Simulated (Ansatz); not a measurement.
The computed numbers are results of r²SCAN, scalar-relativistic (no spin polarisation) in the plane-wave PAW code Ansatz at 500 eV, Γ-centred 6×6×4 mesh, 0.05 eV Gaussian smearing. The datasets are Ansatz's generated set soft_2.

The calculation on XO2, where X is one element, gave:

| Item | Value |
| --- | --- |
| Space group | P4_2/nmc (No. 137) |
| Conventional cell | a = 3.601 Å, b = 3.601 Å, c = 5.227 Å, α = 90.00°, β = 90.00°, γ = 90.00° |
| Volume | 11.30 Å³/atom |
| Band gap | 4.60 eV |
| Smallest direct gap | 4.71 eV |
| Bader charges | X 2.70; O -1.35 e |
| Formation energy from the elements (0 K, uncorrected) | -3.72 eV/atom |
| Bulk modulus (Birch–Murnaghan) | 181 GPa |
| Pressure derivative B0′ | 6.1 |
| Shear modulus (Hill) | 71 GPa |
| Young's modulus | 189 GPa |
| Poisson's ratio | 0.33 |
| Elastically stable | yes |

Sites: X on 2a, O on 4d.

Which element is X?
A. Zr
B. Nb
C. Y
D. Sr

A. X is Zr, so the compound is ZrO2.

The chain of runs began from a cell as deposited in COD, expanded in volume.

Kohn–Sham gaps of semilocal functionals lie under measured ones, often by a third or more.
